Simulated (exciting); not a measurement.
# Ho (Im-3m) in exciting: reference runs

Aim: a first look at Ho with PBEsol, on the cell as given.

All numbers are computed with exciting (release sodium); they aren't measurements. Logs are shortened: lines on timing, memory, paths and dates and some standing lists are left out, and cuts for length are marked.

### 1 The structure

Symmetry: Im-3m, No. 229, cubic system. The conventional cell has a = 3.981 Å, b = 3.981 Å, c = 3.981 Å, α = 90.00°, β = 90.00°, γ = 90.00°. Ho (site symmetry m-3m) is surrounded by 8 Ho at 3.45 Å.

This isn't the form of Ho at room conditions, which is hcp.

### 2 Single point, PBEsol, collinear spin, ferromagnetic start

Input file input.xml:

```xml
<input>
  <title>Ho</title>
  <structure speciespath="./" tshift="false">
    <crystal scale="1">
      <basevect>-3.761532934881 3.761532934881 3.761532934881</basevect>
      <basevect>3.761532934881 -3.761532934881 3.761532934881</basevect>
      <basevect>3.761532934881 3.761532934881 -3.761532934881</basevect>
    </crystal>
    <species speciesfile="Ho.xml" rmt="2.3">
      <atom coord="0.000000000000 0.000000000000 0.000000000000" bfcmt="0 0 -8"/>
    </species>
  </structure>
  <groundstate do="fromscratch" ngridk="9 9 9" rgkmax="9.5" gmaxvr="14" lmaxapw="10" lmaxmat="10" lmaxvr="8" xctype="GGA_PBE_SOL" stype="Fermi Dirac" swidth="0.00183747" nempty="22" ValenceRelativity="iora*" epsengy="1e-05" epspot="1e-05" maxscl="90" tforce="true" outputlevel="normal">
    <spin reducebf="0.5"/>
  </groundstate>
  <properties>
    <chargedensityplot>
      <plot3d>
        <box grid="18 18 18">
          <origin coord="0 0 0"/>
          <point coord="1 0 0"/>
          <point coord="0 1 0"/>
          <point coord="0 0 1"/>
        </box>
      </plot3d>
    </chargedensityplot>
    <elfplot>
      <plot3d>
        <box grid="18 18 18">
          <origin coord="0 0 0"/>
          <point coord="1 0 0"/>
          <point coord="0 1 0"/>
          <point coord="0 0 1"/>
        </box>
      </plot3d>
    </elfplot>
    <exccplot>
      <plot3d>
        <box grid="18 18 18">
          <origin coord="0 0 0"/>
          <point coord="1 0 0"/>
          <point coord="0 1 0"/>
          <point coord="0 0 1"/>
        </box>
      </plot3d>
    </exccplot>
  </properties>
</input>
```

Potentials or basis: all-electron LAPW+lo, shipped species files, valence relativity iora*.

Launch:

```sh
$ OMP_NUM_THREADS=1 exciting_smp
```

INFO.OUT:

```text
================================================================================
EXCITING SODIUM started
[... 10 lines left out ...]

 Lattice vectors (cartesian) :
     -3.7615329349      3.7615329349      3.7615329349
      3.7615329349     -3.7615329349      3.7615329349
      3.7615329349      3.7615329349     -3.7615329349

 Reciprocal lattice vectors (cartesian) :
      0.0000000000      0.8351894581      0.8351894581
      0.8351894581      0.0000000000      0.8351894581
      0.8351894581      0.8351894581      0.0000000000

 Unit cell volume                           :     212.8896742835
 Brillouin zone volume                      :       1.1651584995

 Species :    1 (Ho)
     parameters loaded from                 :    Ho.xml
     name                                   :    holmium
     nuclear charge                         :     -67.00000000
     electronic charge                      :      67.00000000
     atomic mass                            :  300649.58110000
     muffin-tin radius                      :       2.30000000
     # of radial points in muffin-tin       :     450

     atomic positions (lattice) :
       1 :   0.00000000  0.00000000  0.00000000

     magnetic fields (cartesian) :
       1 :   0.00000000  0.00000000 -8.00000000

 Total number of atoms per unit cell        :       1

 Spin treatment                             :    spin-polarised
 Global magnetic field (cartesian) :        0.00000000   0.00000000   0.00000000
 collinear magnetisation in z-direction

 Number of Bravais lattice symmetries       :      48
 Number of crystal symmetries               :      48

 k-point grid                               :       9    9    9
 Total number of k-points                   :      35
 k-point set is reduced with crystal symmetries

 R^MT_min * |G+k|_max (rgkmax)              :       9.50000000
 Species with R^MT_min                      :       1 (Ho)
 Maximum |G+k| for APW functions            :       4.13043478
 Maximum |G| for potential and density      :      14.00000000

 G-vector grid sizes                        :      30    30    30
 Total number of G-vectors                  :    9909

 Maximum angular momentum used for
     APW functions                          :      10
     computing H and O matrix elements      :      10
     potential and density                  :       8
     inner part of muffin-tin               :       2

 Total nuclear charge                       :     -67.00000000
 Total electronic charge                    :      67.00000000
 Total core charge                          :      46.00000000
 Total valence charge                       :      21.00000000

 Number of empty states                     :      22
 Total number of valence states             :      66

 Maximum Hamiltonian size                   :     281
 Maximum number of plane-waves              :     261
 Total number of local-orbitals             :      20

 Exchange-correlation type                  :      22
     PBEsol, Phys. Rev. Lett. 100, 136406 (2008)
     Generalised gradient approximation (GGA)

[... 20 lines left out ...]
+ SCF iteration number :    1                                                  +
++++++++++++++++++++++++++++++++++++++++++++++++++++++++++++++++++++++++++++++++
 Total energy                               :    -12423.91318220
 _______________________________________________________________
 Fermi energy                               :         0.37171090
 Kinetic energy                             :     14007.32057861
 Coulomb energy                             :    -26168.74331917
 Exchange energy                            :      -258.19455450
 Correlation energy                         :        -4.29588715
 No external B-field energy in total energy
[... 339 lines left out ...]
 RMS change in effective potential (target) :  0.189314E-02  ( 0.100000E-04)
 Absolute change in total energy   (target) :   1.55541      ( 0.100000E-04)
 Charge distance                   (target) :  0.698758E-03  ( 0.100000E-04)
 Abs. change in max-nonIBS-force   (target) :   0.00000      ( 0.500000E-04)

++++++++++++++++++++++++++++++++++++++++++++++++++++++++++++++++++++++++++++++++
[... 13 further cycles ...]
+ SCF iteration number :   24                                                  +
++++++++++++++++++++++++++++++++++++++++++++++++++++++++++++++++++++++++++++++++
 Total energy                               :    -12624.45569229
 _______________________________________________________________
 Fermi energy                               :         0.29358661
 Kinetic energy                             :     13890.17689740
 Coulomb energy                             :    -26246.87991584
 Exchange energy                            :      -263.36871325
 Correlation energy                         :        -4.38396059
 No external B-field energy in total energy
[... 344 lines left out ...]
 RMS change in effective potential (target) :  0.206154E-06  ( 0.100000E-04)
 Absolute change in total energy   (target) :  0.238612E-05  ( 0.100000E-04)
 Charge distance                   (target) :  0.105760E-08  ( 0.100000E-04)
 Abs. change in max-nonIBS-force   (target) :   0.00000      ( 0.500000E-04)

++++++++++++++++++++++++++++++++++++++++++++++++++++++++++++++++++++++++++++++++
| Convergency criteria checked for the last 2 iterations                       +
| Convergence targets achieved. Performing final SCF iteration                 +
++++++++++++++++++++++++++++++++++++++++++++++++++++++++++++++++++++++++++++++++
 Total energy                               :    -12624.45578020
 _______________________________________________________________
 Fermi energy                               :         0.29358661
 Kinetic energy                             :     13890.17684447
 Coulomb energy                             :    -26246.87994842
 Exchange energy                            :      -263.36871561
 Correlation energy                         :        -4.38396064
 No external B-field energy in total energy

 DOS at Fermi energy (states/Ha/cell)       :       268.53979779
[... 11 lines left out ...]
 Moments :
     interstitial                           :         0.03226593
     moment in muffin-tin spheres :
                  atom     1    Ho          :         3.46468169
     total moment in muffin-tins            :         3.46468169
     total moment                           :         3.49694762

++++++++++++++++++++++++++++++++++++++++++++++++++++++++++++++++++++++++++++++++
+ Self-consistent loop stopped                                                 +
++++++++++++++++++++++++++++++++++++++++++++++++++++++++++++++++++++++++++++++++
 STATE.OUT is written

--------------------------------------------------------------------------------
- Writing atomic positions and forces                                          -
--------------------------------------------------------------------------------

 Atomic positions (lattice) :
 atom     1  Ho  :     0.00000000    0.00000000    0.00000000

 Total atomic forces including IBS (cartesian) :
 atom     1  Ho  :     0.00000000    0.00000000    0.00000000

 Atomic force components including IBS (cartesian) :
 atom     1  Ho  :     0.00000000    0.00000000    0.00000000   HF force
                 :     0.00000000    0.00000000    0.00000000   core correction
                 :     0.00000000    0.00000000    0.00000000   IBS correction

********************************************************************************
[... 7 lines left out ...]
| EXCITING SODIUM stopped                                                      =
================================================================================
```

stdout:

```text
Info(rhoplot):
 3D spin-dependent density plot written to RHO3D.xml

Info(potplot):
 3D Coulomb potential plot written to VCL3D.xml
 3D exchange-correlation potential plot written to VXC3D.xml

Info(elfplot): 3D ELF plot written to ELF3D.xml
```

Wall time 2.1 min (1 thread of Intel Xeon 6975P-C (Granite Rapids), shared host); peak memory 0.11 GiB.

Results:

```
Free energy                                       : -343529.0205 eV
Band gap on the k mesh                            : none (metal or under the smearing width)
Net moment                                        : 3.50 μB per cell
Site moments                                      : Ho +3.46 μB
All electrons inside the program's atomic spheres : Ho 64.26 (radii Ho 2.3 bohr)
```

Caveat: the magnetic or orbital state may not be the lowest; the log's total energy holds no entropy term; the free energy is that total less TS from the occupations; spin-orbit coupling is left out, which moves the levels of the heavy elements. The state reached can hang on the start; a lower one may exist.
